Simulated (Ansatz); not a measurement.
# PbSe: start and end of a relaxation

The guess for PbSe was made by a generator: ordered vacancies on the anion sites of fluorite (P4/nmm, No. 129) (occupants of the shared sites, in ratio, Se: 2, vacant: 2). The dimensions are guesses.

start.cif

```cif
data_structure
_symmetry_space_group_name_H-M 'P 1'
_symmetry_Int_Tables_number 1
_cell_length_a 4.9970
_cell_length_b 4.9970
_cell_length_c 7.0668
_cell_angle_alpha 90.000
_cell_angle_beta 90.000
_cell_angle_gamma 90.000
_cell_volume 176.45
loop_
_atom_site_label
_atom_site_type_symbol
_atom_site_fract_x
_atom_site_fract_y
_atom_site_fract_z
_atom_site_occupancy
Pb1 Pb 0.50000 0.00000 0.75000 1
Pb2 Pb 0.00000 0.50000 0.25000 1
Se1 Se 0.00000 0.00000 0.00000 1
Se2 Se 0.50000 0.50000 0.00000 1
```

Computed with DFT PBE, scalar-relativistic, plane waves, PAW (Ansatz). Cutoff 420 eV, Gaussian smearing, Γ-centred meshes. Cell and atoms relax first on a coarse mesh and then on a converged one. In between, the cell is made exact in the group found at 0.06 Å. The steps can't lower the symmetry of their start. No spin polarisation.

end.cif

```cif
data_structure
_symmetry_space_group_name_H-M 'P 1'
_symmetry_Int_Tables_number 1
_cell_length_a 5.3515
_cell_length_b 5.3515
_cell_length_c 4.2233
_cell_angle_alpha 90.000
_cell_angle_beta 90.000
_cell_angle_gamma 90.000
_cell_volume 120.95
loop_
_atom_site_label
_atom_site_type_symbol
_atom_site_fract_x
_atom_site_fract_y
_atom_site_fract_z
_atom_site_occupancy
Pb1 Pb 0.50000 0.00000 0.68224 1
Pb2 Pb 0.00000 0.50000 0.31776 1
Se1 Se 0.00000 0.00000 0.00000 1
Se2 Se 0.50000 0.50000 0.00000 1
```

The symmetry stays P4/nmm (No. 129). The volume per atom shrinks by 31.5 %, from 44.1 to 30.2 Å³. The shortest distance goes from 3.06 Å (Pb–Se) to 2.99 Å (Pb–Se). The ratio c/a of the conventional cell changes by a factor of 0.56. The energy falls by about 0.24 eV/atom (the start's value is from the coarse mesh).

* Volume per atom: 30.2 Å³
* Density: 7.9 g/cm³
* Energy over the elements: −0.394 eV/atom
* Gap on the 8×8×8 mesh of the 4-atom cell: 0.41 eV

The zero of energy is the elements' standard structures at the same level; no fitted shifts are applied. It lies below the elements, which doesn't yet make it stable against other compounds or structures.

The last run used Gaussian smearing of 0.02 eV. No dispersion correction is applied, so the spacing and binding between layers, chains or molecules are poorly described. These runs have no spin–orbit coupling, which can matter for Pb. Kohn–Sham gaps at this level usually fall short of measured ones. The missing spin–orbit coupling can work the other way here. The reference form of Se is held partly by dispersion forces, which this level lacks. A structure relaxed within its symmetry needn't be a true minimum. In all, the 4 runs took 3.3 min on 1 thread of Arm Neoverse V1, with other jobs on the host.
